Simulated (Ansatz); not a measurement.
# SnO2: the cost of one run

Program: Ansatz 0.2.0. Level of theory: DFT PBE, scalar-relativistic, plane waves, PAW. These are calculated values, not measurements.

4 further runs of the same task are left out: 4 set aside as unsound or not needed.

## Step 1: The structure to begin with

The cell holds 23 atoms (O15Sn8): a = 6.827 Å, b = 6.827 Å, c = 8.077 Å, α = 115.00°, β = 115.00°, γ = 90.00°.

The coordinates of this cell stand in the input of its own run.

The host was relaxed before at PBE: a = 4.827 Å, b = 4.827 Å, c = 3.238 Å, α = 90.00°, β = 90.00°, γ = 90.00° (conventional cell), 12.576 Å³/atom.

Places, in fractions of the supercell: a vacancy on O at (0.932, 0.125, 0.250). Its neighbours start displaced at random by about 0.03 Å.

## Step 2: Band edges of the host over the zone

File input.yaml:

```yaml
crystal:
  lattice:
    - [4.8271903401, 0.0, 0.0]
    - [0.0, 4.8271903401, 0.0]
    - [0.0, 0.0, 3.238152254]
  atoms:
    - { symbol: Sn, position: [0.5, 0.5, 0.5] }
    - { symbol: Sn, position: [0.0, 0.0, 0.0] }
    - { symbol: O, position: [0.1934234765, 0.8065765235, 0.5] }
    - { symbol: O, position: [0.8065765235, 0.1934234765, 0.5] }
    - { symbol: O, position: [0.3065765235, 0.3065765235, 0.0] }
    - { symbol: O, position: [0.6934234765, 0.6934234765, 0.0] }
basis:
  ecutwfc: 420
  xc_grid: 2
kpoints:
  mp_grid: { grid: [6, 6, 8] }
  band_path: { path: [VBM, CBM], npoints: 2 }
hamiltonian:
  xc: pbe
scf:
  occupations: { method: gaussian, width: 0.02 }
output:
  forces: true
  stress: true
  eigenvalues: true
```

Run with:

```bash
> ansatz run input.yaml --threads 8 --pin off --max-ram 16384MiB --backend cpu --events-out ev --progress --plain --runs-dir out
```

What time and memory should one allow on 8 threads of Arm Neoverse V1, shared host?

About 2.8 s, with a peak of 0.49 GiB.
